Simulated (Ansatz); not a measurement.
## SiO₂, one cell by several methods

```yaml
crystal:
  lattice:
    - [4.05470, 0.00000, 0.00000]
    - [0.00000, 4.05470, 0.00000]
    - [0.00000, 0.00000, 2.66780]
  atoms:
    - { symbol: Si, position: [0.00000, 0.00000, 0.00000] }
    - { symbol: Si, position: [0.50000, 0.50000, 0.50000] }
    - { symbol: O, position: [0.30670, 0.30670, 0.00000] }
    - { symbol: O, position: [0.19330, 0.80670, 0.50000] }
    - { symbol: O, position: [0.69330, 0.69330, 0.00000] }
    - { symbol: O, position: [0.80670, 0.19330, 0.50000] }
```

Atom numbers follow the list: Si1, Si2, O3, O4, O5, O6.

The cell is COD entry 9001276, as deposited and not checked against the literature; nothing was relaxed. The listed cell was then made from it by scaling, straining or moving an atom.

All numbers are computed: DFT, PBEsol, PAW with Ansatz's default frozen-core files, scalar-relativistic (Ansatz 0.2.0); DFT, PBEsol, all-electron LAPW, scalar-relativistic (Ansatz 0.2.0).

For PAW: a Γ-centred 6×6×9 k mesh, Fermi–Dirac smearing of 0.03 eV, cutoff 420 eV, no spin polarisation; the PAW files were made with PBE, and the program remakes their frozen cores for this functional. LAPW targets a basis error of 1 meV/atom. The Ansatz runs share mesh, smearing and spin set-up. Plane-wave (PAW) pressures include the program's estimate of the Pulay term.

Stress and pressure are positive in compression.

The change that made this cell: equal xx and yy strain of -3 %.

PAW results:

```tsv
quantity	PAW
pressure (GPa)	25.36
stress xx (GPa)	28.78
stress zz (GPa)	18.54
force on O3, y (eV/Å)	-0.532
band gap (eV)	6.276
```

Q: What does all-electron LAPW give for the same quantities?

A: 
| quantity | LAPW |
| --- | --- |
| pressure (GPa) | 25.30 |
| stress xx (GPa) | 28.70 |
| stress zz (GPa) | 18.48 |
| force on O3, y (eV/Å) | -0.527 |
| band gap (eV) | 6.273 |
